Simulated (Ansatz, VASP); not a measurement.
C: VASP beside Ansatz

```xyz
2
Lattice="1.2531 0.7235 3.4171 -1.2531 0.7235 3.4171 0.0000 -1.4469 3.4171" Properties=species:S:1:pos:R:3 pbc="T T T"
C     0.0000    0.0000    1.7851
C     0.0000    0.0000    8.4661
```

Change from the starting cell: mode 4 frozen in at +0.076 Å, equal normal strain along x, y and z +0.0167.

Alike in both runs: task single point; functional PBE; dispersion D3(BJ); k mesh 15 × 15 × 15; occupations gaussian, width 0.05 eV; no spin polarisation.

|  | VASP | Ansatz |
| --- | --- | --- |
| version | VASP 6.6.1 | Ansatz 0.2.0 |
| potentials or method | VASP PAW PBE potentials, release 64 (C) | scalar-relativistic, plane waves, PAW |
| plane-wave cutoff (eV) | 520 | 520 |
| valence electrons in the cell | 8 | 8 |

|  | VASP | Ansatz | Ansatz less VASP |
| --- | --- | --- | --- |
| gap on the k mesh at the Fermi level (eV) | 0.41 | 0.41 | -0.001 |
| least direct gap on the mesh (eV) | 0.41 | 0.41 | -0.001 |
| pressure (GPa) | -13.7 | -14.1 | -0.41 |
| largest component of the traceless stress (GPa) | 9.99 | 10.46 | +0.469 |
| rms of the force components (eV/Å) | 1.478 | 1.484 | +0.0057 |

Atom by atom the forces differ by 0.006 eV/Å (rms over components).

Caveats: an odd mesh through Γ misses points on the zone boundary, where band edges often lie; forces of over 1 eV/Å show positions far from the minimum, so gaps and moduli don't describe the material at rest.
